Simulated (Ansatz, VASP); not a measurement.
# GaAs (GaAs(110)) in two plane-wave programs

Wanted: the spread between two codes on one cell, functional and k mesh. Of the first pair: The structure shown is the end of the VASP relaxation below. Valence electrons are named where the data sets of a main pair hold unlike numbers.

Calculated with Ansatz 0.2.0; plane waves, with VASP 6.6.1 beside it; single point at PBE and band structure at PBE.

### Step 1. Set-up

The cell holds 18 atoms: 9 Ga and 9 As. Its edges and angles: a = 4.073 Å, b = 5.761 Å, c = 32.294 Å, α = 90.0°, β = 90.0°, γ = 90.0°. It derives from GaAs. As first built, before any earlier steps moved the atoms (in the runner's words): 9 layers, cut at this functional's lattice. Vacuum lies along c.

### Step 2. VASP: relaxation, PBE

This run makes the geometry at which the two programs are then compared.

Lines of VASP's logs that name or quote its potential files are left out, and so is its time.

Input file INCAR:

```
SYSTEM = GaAs
PREC = Normal
ENCUT = 320
EDIFF = 1E-05
NELM = 120
ISMEAR = 0
SIGMA = 0.03
LREAL = Auto
ALGO = Fast
GGA = PE
NBANDS = 54
LORBIT = 11
LWAVE = .FALSE.
LCHARG = .FALSE.
KPAR = 2
NCORE = 2
IBRION = 2
NSW = 60
ISIF = 2
EDIFFG = -0.03
POTIM = 0.4
MAXMIX = 40
IDIPOL = 3
LDIPOL = .TRUE.
DIPOL = 0.5 0.5 0.5
```

Input file POSCAR:

```
GaAs
1.0
    4.0734531811      0.0000000000      0.0000000000
    0.0000000000      5.7607327344      0.0000000000
    0.0000000000      0.0000000000     32.2938127244
Ga As
9 9
Direct
    0.0000000000      0.0000000000      0.2477254700
    0.5000000000      0.5000000000      0.3107941000
    0.0000000000      0.0000000000      0.3738627400
    0.5000000000      0.5000000000      0.4369313700
    0.0000000000      0.0000000000      0.5000000000
    0.5000000000      0.5000000000      0.5630686300
    0.0000000000      0.0000000000      0.6261372600
    0.5000000000      0.5000000000      0.6892059000
    0.0000000000      0.0000000000      0.7522745300
    0.0000000000      0.7500000000      0.3107941000
    0.5000000000      0.2500000000      0.2477254700
    0.0000000000      0.7500000000      0.4369313700
    0.5000000000      0.2500000000      0.3738627400
    0.0000000000      0.7500000000      0.5630686300
    0.5000000000      0.2500000000      0.5000000000
    0.0000000000      0.7500000000      0.6892059000
    0.5000000000      0.2500000000      0.6261372600
    0.5000000000      0.2500000000      0.7522745300
```

Input file KPOINTS:

```
Automatic mesh
0
Gamma
6 4 1
0 0 0
```

The projector-augmented-wave data sets are Ga and As (PBE family, release 64).

On the command line:

```console
$ mpirun -np 4 vasp_std
```

Numbers of over 12 decimals in the logs are rounded to 6 here.

Output:

```text
[banner, memory and clock lines left out]
running    4 mpi-ranks, on    1 nodes
 distrk:  each k-point on    2 cores,    2 groups
 distr:  one band on    2 cores,    1 groups

 POSCAR found type information on POSCAR GaAs
 POSCAR found :  2 types and      18 ions
 LDA part: xc-table for (Slater+PW92), standard interpolation
 POSCAR, INCAR and KPOINTS ok, starting setup
 FFT: planning ... GRIDC
 FFT: planning ... GRID_SOFT
 FFT: planning ... GRID
 WAVECAR not read
 entering main loop
       N       E                     dE             d eps       ncg     rms          rms(c)
DAV:   1     0.301920646214E+03    0.30192E+03   -0.18476E+04  1296   0.686E+02
DAV:   2    -0.365788681400E+02   -0.33850E+03   -0.32652E+03  1728   0.148E+02
DAV:   3    -0.722582416719E+02   -0.35679E+02   -0.35227E+02  1592   0.502E+01
DAV:   4    -0.735823506305E+02   -0.13241E+01   -0.13203E+01  1688   0.109E+01
DAV:   5    -0.736242733742E+02   -0.41923E-01   -0.41905E-01  1648   0.186E+00    0.108E+01
RMM:   6    -0.717852646935E+02    0.18390E+01   -0.21063E+00  1296   0.313E+00    0.615E+00
RMM:   7    -0.715291428897E+02    0.25612E+00   -0.26509E+00  1297   0.346E+00    0.155E+00
RMM:   8    -0.714857968575E+02    0.43346E-01   -0.40932E-01  1297   0.169E+00    0.484E-01
RMM:   9    -0.714686859209E+02    0.17111E-01   -0.28299E-02  1317   0.544E-01    0.200E-01
RMM:  10    -0.714692721568E+02   -0.58624E-03   -0.15242E-02  1344   0.290E-01    0.108E-01
RMM:  11    -0.714700323989E+02   -0.76024E-03   -0.26674E-03  1319   0.144E-01    0.494E-02
RMM:  12    -0.714705297472E+02   -0.49735E-03   -0.99342E-04  1305   0.882E-02    0.469E-02
RMM:  13    -0.714706667771E+02   -0.13703E-03   -0.70814E-04  1310   0.579E-02    0.157E-02
RMM:  14    -0.714709157240E+02   -0.24895E-03   -0.21811E-04  1289   0.314E-02    0.121E-02
RMM:  15    -0.714710269762E+02   -0.11125E-03   -0.42418E-05  1011   0.164E-02    0.658E-03
RMM:  16    -0.714710732485E+02   -0.46272E-04   -0.30314E-05   951   0.116E-02    0.297E-03
RMM:  17    -0.714710978519E+02   -0.24603E-04   -0.10135E-05   890   0.613E-03    0.160E-03
RMM:  18    -0.714711217377E+02   -0.23886E-04   -0.36441E-06   666   0.359E-03    0.964E-04
RMM:  19    -0.714711585581E+02   -0.36820E-04   -0.24469E-06   601   0.319E-03    0.933E-04
RMM:  20    -0.714711706313E+02   -0.12073E-04   -0.44880E-07   466   0.227E-03    0.429E-04
RMM:  21    -0.714711783043E+02   -0.76730E-05   -0.41511E-07   469   0.225E-03
   1 F= -.71471178E+02 E0= -.71471155E+02  d E =-.714712E+02
[... from here on, the cycles between the ionic steps are left out ...]
   2 F= -.71828394E+02 E0= -.71828394E+02  d E =-.357216E+00
   3 F= -.72282073E+02 E0= -.72282073E+02  d E =-.810895E+00
  10 F= -.72847909E+02 E0= -.72847909E+02  d E =-.264472E-01
  11 F= -.72856813E+02 E0= -.72856813E+02  d E =-.890406E-02
  12 F= -.72857429E+02 E0= -.72857429E+02  d E =-.951940E-02
  13 F= -.72860745E+02 E0= -.72860745E+02  d E =-.331631E-02
  14 F= -.72860757E+02 E0= -.72860757E+02  d E =-.332800E-02
  15 F= -.72862847E+02 E0= -.72862847E+02  d E =-.209047E-02
  16 F= -.72863487E+02 E0= -.72863487E+02  d E =-.272985E-02
  17 F= -.72865463E+02 E0= -.72865463E+02  d E =-.197628E-02
  18 F= -.72866575E+02 E0= -.72866575E+02  d E =-.308847E-02
  19 F= -.72867371E+02 E0= -.72867371E+02  d E =-.795958E-03
  20 F= -.72867344E+02 E0= -.72867344E+02  d E =-.768665E-03
 curvature:  -5.31 expect dE=-0.182E-02 dE for cont linesearch -0.189E-05
 trial: gam= 0.18015 g(F)=  0.343E-03 g(S)=  0.000E+00 ort = 0.295E-04 (trialstep = 0.260E+01)
 search vector abs. value=  0.432E-03
 bond charge predicted
       N       E                     dE             d eps       ncg     rms          rms(c)
DAV:   1    -0.728678679761E+02   -0.52195E-03   -0.26110E-02  1350   0.487E-01    0.497E-02
RMM:   2    -0.728678525308E+02    0.15445E-04   -0.17298E-03  1296   0.118E-01    0.298E-02
RMM:   3    -0.728679922299E+02   -0.13970E-03   -0.21445E-04  1297   0.478E-02    0.159E-02
RMM:   4    -0.728680209200E+02   -0.28690E-04   -0.71948E-05  1150   0.237E-02    0.721E-03
RMM:   5    -0.728680231958E+02   -0.22757E-05   -0.10510E-05   878   0.977E-03
  21 F= -.72868023E+02 E0= -.72868023E+02  d E =-.679434E-03
 trial-energy change:   -0.000679  1 .order   -0.000662   -0.000903   -0.000421
 step:   4.8596(harm=  4.8596)  dis= 0.00661  next Energy=   -72.868189 (dE=-0.845E-03)
 reached required accuracy - stopping structural energy minimisation
```

OUTCAR, selected parts (step 2):

```text
ion  position               nearest neighbor table
   1  0.000  0.000  0.248-  10 2.49  11 2.49  11 2.49
   2  0.500  0.500  0.311-  11 2.49  10 2.49  10 2.49  13 2.49
   3  0.000  0.000  0.374-  12 2.49  13 2.49  13 2.49  10 2.49
   4  0.500  0.500  0.437-  15 2.49  13 2.49  12 2.49  12 2.49
   5  0.000  0.000  0.500-  12 2.49  14 2.49  15 2.49  15 2.49
   6  0.500  0.500  0.563-  15 2.49  17 2.49  14 2.49  14 2.49
   7  0.000  0.000  0.626-  14 2.49  17 2.49  17 2.49  16 2.49
   8  0.500  0.500  0.689-  18 2.49  16 2.49  16 2.49  17 2.49
   9  0.000  0.000  0.752-  16 2.49  18 2.49  18 2.49
  10  0.000  0.750  0.311-   1 2.49   2 2.49   2 2.49   3 2.49
  11  0.500  0.250  0.248-   2 2.49   1 2.49   1 2.49
  12  0.000  0.750  0.437-   5 2.49   3 2.49   4 2.49   4 2.49
  13  0.500  0.250  0.374-   4 2.49   3 2.49   3 2.49   2 2.49
  14  0.000  0.750  0.563-   5 2.49   7 2.49   6 2.49   6 2.49
  15  0.500  0.250  0.500-   4 2.49   6 2.49   5 2.49   5 2.49
  16  0.000  0.750  0.689-   9 2.49   8 2.49   8 2.49   7 2.49
  17  0.500  0.250  0.626-   6 2.49   7 2.49   7 2.49   8 2.49
  18  0.500  0.250  0.752-   8 2.49   9 2.49   9 2.49

  LATTYP: Found a simple orthorhombic cell.
 ALAT       =     4.0734531811
 B/A-ratio  =     1.4142135624
 C/A-ratio  =     7.9278713388

 Subroutine GETGRP returns: Found  4 space group operations
 (whereof  4 operations were pure point group operations)

The static configuration has the point symmetry C_2v.

 Found     12 irreducible k-points:

   k-points           NKPTS =     12   k-points in BZ     NKDIM =     12   number of bands    NBANDS=     54

   dimension x,y,z NGX =    18 NGY =   28 NGZ =  144
   dimension x,y,z NGXF=    36 NGYF=   56 NGZF=  288

   ENCUT  =  320.0 eV  23.52 Ry    4.85 a.u.   5.94  8.40 47.10*2*pi/ulx,y,z

   NELECT =      72.0000    total number of electrons

 k-points in reciprocal lattice and weights: Automatic mesh
   0.00000000  0.00000000  0.00000000       0.042
   0.16666667  0.00000000  0.00000000       0.083
   0.33333333  0.00000000  0.00000000       0.083
   0.50000000  0.00000000  0.00000000       0.042
   0.00000000  0.25000000  0.00000000       0.083
   0.16666667  0.25000000  0.00000000       0.167
   0.33333333  0.25000000  0.00000000       0.167
   0.50000000  0.25000000  0.00000000       0.083
   0.00000000  0.50000000  0.00000000       0.042
   0.16666667  0.50000000  0.00000000       0.083
   0.33333333  0.50000000  0.00000000       0.083
   0.50000000  0.50000000  0.00000000       0.042

 dipolmoment           0.000000      0.000000      0.000000 electrons x Angstroem

 average (electrostatic) potential at core
       1 -18.3725       2 -18.1476       3 -18.1552       4 -18.1550       5 -18.1533
       6 -18.1550       7 -18.1552       8 -18.1476       9 -18.3725      10 -55.0147
      11 -54.6939      12 -54.9821      13 -54.9566      14 -54.9821      15 -54.9750
      16 -55.0147      17 -54.9566      18 -54.6939

 E-fermi :  -0.6375

 k-point     1 :       0.0000    0.0000    0.0000
  band No.  band energies     occupation
    ...
     32      -1.1360      2.00000
     33      -1.1330      2.00000
     34      -1.0389      2.00000
     35      -0.9158      2.00000
     36      -0.8133      2.00000
     37      -0.1551      0.00000
     38       0.6218      0.00000
     39       0.7749      0.00000
     40       0.8609      0.00000
     41       0.8916      0.00000
    ...

 k-point     2 :       0.1667    0.0000    0.0000
  band No.  band energies     occupation
    ...
     32      -1.9753      2.00000
     33      -1.7186      2.00000
     34      -1.6543      2.00000
     35      -1.4065      2.00000
     36      -1.1872      2.00000
     37       0.8642      0.00000
     38       1.1698      0.00000
     39       1.2161      0.00000
     40       1.7082      0.00000
     41       1.7262      0.00000
    ...

 k-point     3 :       0.3333    0.0000    0.0000
  band No.  band energies     occupation
    ...
     32      -2.5101      2.00000
     33      -2.3447      2.00000
     34      -2.0974      2.00000
     35      -1.8154      2.00000
     36      -1.4694      2.00000
     37       0.5096      0.00000
     38       0.6553      0.00000
     39       1.0410      0.00000
     40       1.3248      0.00000
     41       1.4171      0.00000
    ...

  Total       -2.0151676     -0.9848668     -0.4145555      0.0000000      0.0000000      0.0000000
  in kB       -4.2605138     -2.0822282     -0.8764628      0.0000000      0.0000000      0.0000000
  external PRESSURE =      -2.4064016 kB  Pullay stress =       0.0000000 kB

  energy-cutoff  :      320.00
  volume of cell :      757.81
      direct lattice vectors                 reciprocal lattice vectors
     4.073453181  0.000000000  0.000000000     0.245491959  0.000000000  0.000000000
     0.000000000  5.760732734  0.000000000     0.000000000  0.173589029  0.000000000
     0.000000000  0.000000000 32.293812724     0.000000000  0.000000000  0.030965684

 POSITION                                       TOTAL-FORCE (eV/Angst)
 -----------------------------------------------------------------------------------
      0.00000      0.34842      8.45337         0.000000     -0.010285     -0.009034
      2.03673      2.78727      9.92471         0.000000      0.011100      0.025952
      0.00000      5.70200     12.09397         0.000000      0.003712     -0.007263
      2.03673      2.81769     14.09046        -0.000000     -0.002541     -0.003992
      0.00000      5.71401     16.14691         0.000000     -0.005201      0.000000
      2.03673      2.81769     18.20335        -0.000000     -0.002541      0.003992
      4.07345      5.70200     20.19985         0.000000      0.003712      0.007263
      2.03673      2.78727     22.36911         0.000000      0.011100     -0.025952
      0.00000      0.34842     23.84044         0.000000     -0.010285      0.009034
      0.00000      4.23577     10.05148         0.000000      0.008296     -0.009009
      2.03673      1.54574      7.74066         0.000000      0.002396      0.018845
      0.00000      4.25991     14.11974        -0.000000     -0.001973     -0.009566
      2.03673      1.39313     12.03331         0.000000      0.000607      0.010512
      0.00000      4.25991     18.17407         0.000000     -0.001973      0.009566
      2.03673      1.39290     16.14691         0.000000     -0.017423      0.000000
      0.00000      4.23577     22.24233         0.000000      0.008296      0.009009
      2.03673      1.39313     20.26050         0.000000      0.000607     -0.010512
      2.03673      1.54574     24.55315         0.000000      0.002396     -0.018845
 -----------------------------------------------------------------------------------
    total drift:                                0.000000      0.026178     -0.000003

  FREE ENERGIE OF THE ION-ELECTRON SYSTEM (eV)
  ---------------------------------------------------
  free  energy   TOTEN  =       -72.8680231958 eV

  energy  without entropy=      -72.8680231958  energy(sigma->0) =      -72.86802320

 reached required accuracy - stopping structural energy minimisation

 vacuum level on the upper side and lower side of the slab         3.809         3.809

 total charge
# of ion       s       p       d       tot
------------------------------------------
    1        1.153   0.965   0.095   2.213
    2        1.082   1.096   0.121   2.299
    3        1.085   1.113   0.121   2.319
    4        1.085   1.113   0.121   2.319
    5        1.085   1.121   0.123   2.328
    6        1.085   1.113   0.121   2.319
    7        1.085   1.113   0.121   2.319
    8        1.082   1.096   0.121   2.299
    9        1.153   0.965   0.095   2.213
   10        1.219   1.556   0.025   2.801
   11        1.265   1.462   0.022   2.749
   12        1.216   1.561   0.025   2.803
   13        1.218   1.550   0.025   2.793
   14        1.216   1.561   0.025   2.803
   15        1.217   1.559   0.025   2.800
   16        1.219   1.556   0.025   2.801
   17        1.218   1.550   0.025   2.793
   18        1.265   1.462   0.022   2.749
--------------------------------------------------
tot         20.950  23.512   1.258  45.720

[... 3 further parts left out ...]
```

CONTCAR:

```
GaAs
   1.00000000000000
     4.0734531810999997    0.0000000000000000    0.0000000000000000
     0.0000000000000000    5.7607327344000003    0.0000000000000000
     0.0000000000000000    0.0000000000000000   32.2938127243999986
  Ga              As
     9     9
Direct
     0.0000000000000000    0.0604814192809933    0.2617643335446496
     0.5000000000000000    0.4838390366139438    0.3073252879278177
     0.0000000000000000    0.9898048892086939    0.3744979290574021
     0.5000000000000000    0.4891205541172762    0.4363208566214899
     0.0000000000000000    0.9918894168890372    0.5000000000000000
     0.5000000000000000    0.4891205541172762    0.5636791433785099
     1.0000000000000000    0.9898048892086939    0.6255020709425979
     0.5000000000000000    0.4838390366139438    0.6926747120721826
     0.0000000000000000    0.0604814192809933    0.7382356664553505
     0.0000000000000000    0.7352834158206887    0.3112509978466584
     0.5000000000000000    0.2683243636399018    0.2396948667878128
     0.0000000000000000    0.7394736163727342    0.4372275436890529
     0.5000000000000000    0.2418322985986652    0.3726198175037577
     0.0000000000000000    0.7394736163727342    0.5627724563109471
     0.5000000000000000    0.2417913958051686    0.5000000000000000
     0.0000000000000000    0.7352834158206887    0.6887490021533414
     0.5000000000000000    0.2418322985986652    0.6273801824962424
     0.5000000000000000    0.2683243636399018    0.7603051332121872
```

The gap is read on the k-mesh alone, so it is an upper bound where the band edges lie off the mesh. The data set Ga keeps the semicore shell frozen, which is cheaper and a little less accurate. The run keeps the 4 symmetry operations of its start, so it cannot find a distortion of lower symmetry.

(Part 1 of 3 ends here.)

[Lines on the potential files, build, host, timing and source positions are cut from VASP's logs without a mark.]

[Logs are printed without paths, hosts, clocks, repeated set-up lines and the standing remarks that a program may print on its own settings, such as how far it seeks lower states.]

[Hosts, paths, dates, database ids (printed as entryN), source tags and the programs' standing remarks are cut or masked in the printed files.]
